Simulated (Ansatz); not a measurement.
KTaO3: single point with PBE

KTaO3:

```xyz
5
Lattice="3.9883 0.0000 0.0000 0.0000 3.9883 0.0000 0.0000 0.0000 3.9883" Properties=species:S:1:pos:R:3 pbc="T T T"
Ta    0.0000    0.0000    0.0000
K     1.9942    1.9942    1.9942
O     0.0000    0.0000    1.9942
O     0.0000    1.9942    0.0000
O     1.9942    0.0000    0.0000
```

```yaml
Program: Ansatz 0.2.0
Task: single point
Functional: PBE
Potentials_or_basis: Ansatz PAW
Cutoff: "420 eV (not typed: the program's choice for these potentials)"
k_mesh: 7 × 7 × 7
Occupations: gaussian, width 0.013 eV
Spin: no spin polarisation
```

```yaml
Pressure: 5.4 GPa
Band_gap_on_the_k_mesh: 2.28 eV, indirect (least direct gap 2.83 eV)
```

Levels at points of the mesh, in eV from the valence-band top:
| k point | band 18 | band 19 | band 20 | band 21 | band 22 | band 23 |
| --- | --- | --- | --- | --- | --- | --- |
| (0.00, 0.00, 0.00) | -0.55 | -0.55 | -0.55 | 2.28 | 2.28 | 2.28 |

Run time: 3.1 s on 2 threads of Intel(R) Xeon(R) Processor @ 2.50GHz (Skylake/Cascade Lake), on a shared host, peak memory 0.36 GiB.

Caveat: odd divisions of the mesh miss points on the zone boundary, where band edges often lie, so the gap on the mesh can be too wide; the pressure holds a Pulay correction of +0.6 GPa for the finite cutoff; spin-orbit coupling is left out, which moves the levels of the heavy elements. A k mesh can miss the band edges.
